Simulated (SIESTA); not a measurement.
BAs: equation of state with LDA

**Measured values to compare with.**

“Basic Physical Properties of Cubic Boron Arsenide”, 2019, arxiv:1911.11281 quotes, for a bulk crystal of BAs: bulk modulus 148 GPa.

The system is BAs.

```
As B
1.0
     0.00000    2.38850    2.38850
     2.38850    0.00000    2.38850
     2.38850    2.38850    0.00000
As B
1 1
Direct
  0.75000 0.75000 0.75000
  0.00000 0.00000 0.00000
```

```yaml
Program: SIESTA 5.4.2
Task: equation of state
Functional: LDA
Potentials_or_basis: PseudoDojo 0.4 standard (LDA files)
Basis: DZP (energy shift 0.003 Ry; two zetas on semicore shells)
Grid_cutoff: 500 Ry
Energy_shift: 0.003 Ry
k_mesh: 10 × 10 × 10
Occupations: fermi-dirac, width 0.05 eV
Spin: no spin polarisation
```

```yaml
Equilibrium_volume: 13.44 Å³/atom
Bulk_modulus: 136 GPa
Pressure_derivative_of_the_bulk_modulus: 4.1
```

Energy against volume, from the lowest point:
```csv
volume (Å³/atom),energy (meV/atom)
12.809,13.54
13.081,4.06
13.354,0.00
13.626,0.80
13.899,5.96
14.171,15.02
14.444,27.74
```

All runs of the series together: 5.3 min on 1 thread of Arm Neoverse V1, with other jobs on the host.

Measured bulk modulus of BAs: 148 GPa (quoted in “Basic Physical Properties of Cubic Boron Arsenide”, 2019, arxiv:1911.11281). This calculation gives 136 GPa (-8.1 %). The fit is for a static lattice scaled at fixed shape and fixed fractional positions.

Caveat: the basis of atomic orbitals isn't converged, which shifts pressures, moduli and gaps. LDA usually gives volumes a few per cent too small.
